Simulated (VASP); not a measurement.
# Si in VASP: further runs

Runs on Si. Level: PBE+D3(BJ). Tasks: single point.

Program: VASP 6.6.1. These are calculated values, not measurements. Logs are shortened: lines on timing, memory, paths and dates and some standing lists are left out, and cuts for length are marked.

## 1. The slab as given

The cell holds a slab with vacuum, 4 atoms: a = 3.847 Å, b = 3.847 Å, c = 18.445 Å, α = 90.00°, β = 90.00°, γ = 120.00°.

The cell was built by a generator and needn't be a form met in nature.

## 2. Single point, PBE+D3(BJ) (upper layer slid by (0/6, 3/6) of the cell)

Contents of INCAR:

```
  PREC = Accurate
  ENCUT = 520
  EDIFF = 1E-6
  ISMEAR = 0
  SIGMA = 0.1
  LREAL = False
  LASPH = True
  NELM = 80
  ALGO = Normal
  ISIF = 2
  LWAVE = False
  LCHARG = False
  LDIPOL = True
  IDIPOL = 3
  DIPOL = 0.5 0.5 0.385
  GGA = PE
  IVDW = 12
  NBANDS = 16
```

Contents of KPOINTS:

```
Automatic mesh
0
Gamma
  9 9 1
```

Contents of POSCAR:

```
Si
1.0
    3.8472023583      0.0000000000      0.0000000000
   -1.9236011791      3.3317749758      0.0000000000
    0.0000000000      0.0000000000     18.4446971457
Si
4
Direct
    0.3333333333      0.6666666667      0.2695814701
    0.6666666667      0.3333333333      0.2439725610
    0.0000000000      1.5000000000      0.5256089091
    0.3333333333      1.1666666667      0.5000000000
```

Potentials or basis: VASP PAW PBE potentials, release 64 (Si).

On the command line:

```sh
cat potpaw_PBE.64/Si/POTCAR > POTCAR
mpirun -np 1 vasp_std > vasp.out
```

OUTCAR:

```text
PREC = Accurate
   ENCUT = 520
   EDIFF = 1E-6
   ISMEAR = 0
   LREAL = False
   LASPH = True
   NELM = 80
   ISIF = 2
   GGA = PE
   IVDW = 12
 IVDW          = 12

 ion  position               nearest neighbor table
   1  0.333  0.667  0.270-   2 2.27   2 2.27   2 2.27
   2  0.667  0.333  0.244-   1 2.27   1 2.27   1 2.27
   3  0.000  0.500  0.526-   4 2.27   4 2.27   4 2.27
   4  0.333  0.167  0.500-   3 2.27   3 2.27   3 2.27

  LATTYP: Found a hexagonal cell.
 ALAT       =     3.8472023583
 C/A-ratio  =     4.7943142647

  Lattice vectors:

 A1 = (   3.8472023583,   0.0000000000,   0.0000000000)
 A2 = (  -1.9236011791,   3.3317749758,   0.0000000000)
 A3 = (   0.0000000000,   0.0000000000,  18.4446971457)

Analysis of symmetry for initial positions (statically):
=====================================================================
 Subroutine PRICEL returns:
 Original cell was already a primitive cell.

 Routine SETGRP: Setting up the symmetry group for a
 hexagonal supercell.

 Subroutine GETGRP returns: Found  4 space group operations
 (whereof  2 operations were pure point group operations)
 out of a pool of 24 trial point group operations.

The static configuration has the point symmetry C_1h.
 The point group associated with its full space group is C_2h.

Analysis of symmetry for dynamics (positions and initial velocities):
=====================================================================
 Subroutine PRICEL returns:
 Original cell was already a primitive cell.

 Routine SETGRP: Setting up the symmetry group for a
 hexagonal supercell.

 Subroutine GETGRP returns: Found  4 space group operations
 (whereof  2 operations were pure point group operations)
 out of a pool of 24 trial point group operations.

The dynamic configuration has the point symmetry C_1h.
 The point group associated with its full space group is C_2h.

 Subroutine INISYM returns: Found  4 space group operations
 (whereof  2 operations are pure point group operations),
 and found     1 'primitive' translations

----------------------------------------------------------------------------------------

                                     Primitive cell

  volume of cell :     236.4244

  direct lattice vectors                    reciprocal lattice vectors
     3.847202358  0.000000000  0.000000000     0.259929140  0.150070159  0.000000000
    -1.923601179  3.331774976  0.000000000     0.000000000  0.300140318  0.000000000
     0.000000000  0.000000000 18.444697146     0.000000000  0.000000000  0.054216125

  length of vectors
     3.847202358  3.847202358 18.444697146     0.300140318  0.300140318  0.054216125

  position of ions in fractional coordinates (direct lattice)
     0.333333333  0.666666667  0.269581470
     0.666666667  0.333333333  0.243972561
     0.000000000  0.500000000  0.525608909
     0.333333333  0.166666667  0.500000000

  ion indices of the primitive-cell ions
   primitive index   ion index
                 1           1
                 2           2
                 3           3
                 4           4

----------------------------------------------------------------------------------------

 KPOINTS: Automatic mesh

Automatic generation of k-mesh.
 Grid dimensions read from file:
 generate k-points for:    9    9    1

 Generating k-lattice:

  Cartesian coordinates                     Fractional coordinates (reciprocal lattice)
     0.028881016  0.016674462  0.000000000     0.111111111 -0.000000000  0.000000000
     0.000000000  0.033348924  0.000000000     0.000000000  0.111111111  0.000000000
     0.000000000  0.000000000  0.054216125     0.000000000  0.000000000  1.000000000

  Length of vectors
     0.033348924  0.033348924  0.054216125

  Shift w.r.t. Gamma in fractional coordinates (k-lattice)
     0.000000000  0.000000000  0.000000000

 Subroutine IBZKPT returns following result:
 ===========================================

 Found     25 irreducible k-points:

 Following reciprocal coordinates:
            Coordinates               Weight
  0.000000  0.000000  0.000000      1.000000
  0.111111  0.000000  0.000000      2.000000
  0.000000  0.111111  0.000000      4.000000
  0.222222 -0.000000  0.000000      2.000000
  0.000000  0.222222  0.000000      4.000000
  0.333333 -0.000000  0.000000      2.000000
[... 16 lines left out ...]
 -0.222222 -0.444444  0.000000      4.000000
  0.444444  0.333333  0.000000      4.000000
   k-points           NKPTS =     25   k-points in BZ     NKDIM =     25   number of bands    NBANDS=     16
   number of dos      NEDOS =    301   number of ions     NIONS =      4
   total plane-waves  NPLWV = 126000
   dimension x,y,z NGX =    30 NGY =   30 NGZ =  140
   dimension x,y,z NGXF=    60 NGYF=   60 NGZF=  280
   ions per type =               4
   NGX,Y,Z   is equivalent  to a cutoff of  12.96, 12.96, 12.62 a.u.
   NGXF,Y,Z  is equivalent  to a cutoff of  25.93, 25.93, 25.24 a.u.
 SYSTEM =  unknown system
   PREC   = accura    normal or accurate (medium, high low for compatibility)
   ISTART =      0    job   : 0-new  1-cont  2-samecut
   ICHARG =      2    charge: 1-file 2-atom 10-const
   ISPIN  =      1    spin polarized calculation?
   LNONCOLLINEAR =      F non collinear calculations
   LSORBIT =      F    spin-orbit coupling
   LASPH  =      T    aspherical Exc in radial PAW
   ENCUT  =  520.0 eV  38.22 Ry    6.18 a.u.   7.15  7.15 34.29*2*pi/ulx,y,z
   NELM   =     80;   NELMIN=  2; NELMDL= -5     # of ELM steps
   EDIFF  = 0.1E-05   stopping-criterion for ELM
   LREAL  =      F    real-space projection
[... 7 lines left out ...]
   TEBEG  =    0.0;   TEEND  =   0.0 temperature during run
   PSTRESS=    0.0 pullay stress
   NELECT =      16.0000    total number of electrons
   NUPDOWN=      -1.0000    fix difference up-down
   EMIN   =  10.00;   EMAX   =-10.00  energy-range for DOS
   EFERMI =   0.00;   METHOD = LEGACY
   ISMEAR =     0;   SIGMA  =   0.10  broadening in eV -4-tet -1-fermi 0-gaus
   EFERMI_NEDOS =   21; number of points for ismear=-14 and -15
   IALGO  =     38    algorithm
   IMIX   =      4    mixing-type and parameters
     AMIX     =   0.40;   BMIX     =  1.00
     AMIX_MAG =   1.60;   BMIX_MAG =  1.00
  volume/ion in A,a.u.               =      59.11       398.87
  Fermi-wavevector in a.u.,A,eV,Ry     =   0.667141  1.260713  6.055636  0.445077
  Thomas-Fermi vector in A             =   1.741657
   LORBIT       =      0    0 simple, 1 ext, 2 COOP (PROOUT), +10 PAW based schemes
   GGA     = PE    functional components
   LHFCALC =     F    Hartree Fock is set to
   AEXX    =    0.0000 exact exchange contribution
   IVDW    =    12    specifies the selected vdW correction
   LEPSILON=     F    determine dielectric tensor
   LRPA    =     F    only Hartree local field effects (RPA)
 non-spin polarized calculation
 Gauss-broadening in eV      SIGMA  =   0.10
  energy-cutoff  :      520.00
  volume of cell :      236.42
 maximum number of plane-waves:      6399
 NGX is ok and might be reduce to    30
   NGX = 15   NGY = 15   NGZ = 69

 dipolmoment           0.000000      0.000000      0.000229 electrons x Angstroem

 number of electron      16.0000001 magnetization

 dipolmoment           0.000000      0.000000     -0.000003 electrons x Angstroem

 Free energy of the ion-electron system (eV)
  ---------------------------------------------------
  ext. energy  EPLUGINS =         0.00000000
  ---------------------------------------------------
  free energy    TOTEN  =       -19.15013312 eV

  energy without entropy =      -19.15000570  energy(sigma->0) =      -19.15006941

 E-fermi :  -0.9991     XC(G=0):  -4.2634

 val. band max:       -1.1813423428   @ k =   0.3333   0.3333   0.0000
 cond. band min:      -0.8109544214   @ k =   0.3333   0.3333   0.0000
 fundamental gap:      0.3703879213
 Fermi energy:        -0.9991192558

 k-point     1 :       0.0000    0.0000    0.0000
  band No.  band energies     occupation
      1     -12.1260      2.00000
      2     -12.0683      2.00000
      3      -4.5001      2.00000
      4      -3.8954      2.00000
      5      -2.1889      2.00000
      6      -2.1822      2.00000
[... 8 lines left out ...]
     15       2.0521      0.00000
     16       2.3979      0.00000

 k-point     2 :       0.1111    0.0000    0.0000
  band No.  band energies     occupation
      1     -11.9803      2.00000
      2     -11.9229      2.00000
      3      -4.3951      2.00000
      4      -3.8352      2.00000
      5      -3.1586      2.00000
      6      -3.1002      2.00000
[... 8 lines left out ...]
     15       2.5707      0.00000
     16       2.5834      0.00000

 k-point     3 :       0.0000    0.1111    0.0000
  band No.  band energies     occupation
      1     -11.9803      2.00000
      2     -11.9229      2.00000
      3      -4.3918      2.00000
      4      -3.8412      2.00000
      5      -3.1480      2.00000
      6      -3.1096      2.00000
[... 8 lines left out ...]
     15       2.5779      0.00000
     16       2.5788      0.00000

 k-point     4 :       0.2222   -0.0000    0.0000
  band No.  band energies     occupation
      1     -11.5493      2.00000
      2     -11.4929      2.00000
      3      -5.0387      2.00000
      4      -4.9808      2.00000
      5      -3.8094      2.00000
      6      -3.2590      2.00000
[... 8 lines left out ...]
     15       3.8534      0.00000
     16       3.8857      0.00000
[... 324 lines left out ...]
 k-point    22 :       0.3333    0.2222    0.0000
  band No.  band energies     occupation
      1      -9.6278      2.00000
      2      -9.5830      2.00000
      3      -8.0713      2.00000
      4      -8.0381      2.00000
      5      -5.0685      2.00000
      6      -5.0227      2.00000
[... 8 lines left out ...]
     15       4.6450      0.00000
     16       5.1308      0.00000

 k-point    23 :      -0.2222   -0.4444    0.0000
  band No.  band energies     occupation
      1      -9.6268      2.00000
      2      -9.5825      2.00000
      3      -8.0750      2.00000
      4      -8.0369      2.00000
      5      -5.0598      2.00000
      6      -5.0307      2.00000
[... 8 lines left out ...]
     15       4.5937      0.00000
     16       5.1550      0.00000

 k-point    24 :       0.4444    0.3333    0.0000
  band No.  band energies     occupation
      1      -9.6281      2.00000
      2      -9.5817      2.00000
      3      -8.0772      2.00000
      4      -8.0338      2.00000
      5      -5.0636      2.00000
      6      -5.0273      2.00000
[... 8 lines left out ...]
     15       4.6626      0.00000
     16       5.1097      0.00000

 [... further k-points ...]

------------------------ aborting loop because EDIFF is reached ----------------------------------------

 vacuum level on the upper side and lower side of the slab       (xc-potential included)        -0.132        -0.132

 Edisp (eV)   -0.92903

 E8    (eV) :    -0.3934

  FORCE on cell =-STRESS in cart. coord.  units (eV):
  Direction    XX          YY          ZZ          XY          YZ          ZX
  --------------------------------------------------------------------------------------
  -------------------------------------------------------------------------------------
  Total      -0.12860    -0.14813    -0.69358     0.01691    -0.01406    -0.02436
  in kB      -0.87148    -1.00384    -4.70021     0.11462    -0.09530    -0.16507
  external pressure =       -2.19 kB  Pullay stress =        0.00 kB

 VOLUME and BASIS-vectors are now :
 -----------------------------------------------------------------------------
  energy-cutoff  :      520.00
  volume of cell :      236.42
      direct lattice vectors                 reciprocal lattice vectors
     3.847202358  0.000000000  0.000000000     0.259929140  0.150070159  0.000000000
    -1.923601179  3.331774976  0.000000000     0.000000000  0.300140318  0.000000000
     0.000000000  0.000000000 18.444697146     0.000000000  0.000000000  0.054216125

 POSITION                                       TOTAL-FORCE (eV/Angst)
 -----------------------------------------------------------------------------------
     -0.00000      2.22118      4.97235        -0.001783     -0.001029      0.102119
      1.92360      1.11059      4.50000         0.006142      0.003546      0.045354
     -0.96180      1.66589      9.69470        -0.006142     -0.003546     -0.045354
      0.96180      0.55530      9.22235         0.001783      0.001029     -0.102119
 -----------------------------------------------------------------------------------
    total drift:                               -0.000000      0.000000     -0.000024

  FREE ENERGIE OF THE ION-ELECTRON SYSTEM (eV)
  ---------------------------------------------------
  free  energy   TOTEN  =       -20.0791674227 eV

  energy  without entropy=      -20.0790399967  energy(sigma->0) =      -20.07910371

 vacuum level on the upper side and lower side of the slab         3.508         3.509
```

Run time: 1.8 min. Hardware: 1 thread of Intel Xeon 6975P-C (Granite Rapids), shared host; peak memory 0.35 GiB.

Results:

- Free energy: -20.0792 eV
- Largest force: 0.102 eV/Å
- Band gap on the k mesh: 0.37 eV, direct
- Dispersion energy per atom: -0.232 eV

Forces in eV/Å, atoms in the order of the input:
```
Si  -0.002 -0.001  0.102
Si   0.006  0.004  0.045
Si  -0.006 -0.004 -0.045
Si   0.002  0.001 -0.102
```

Levels at points of the mesh, in eV from the valence-band top:
```
           k point  band 6  band 7  band 8  band 9  band 10  band 11
(0.00, 0.00, 0.00)   -1.00   -0.99   -0.99    2.24     2.25     2.39
```

[end of part 1 of 2]
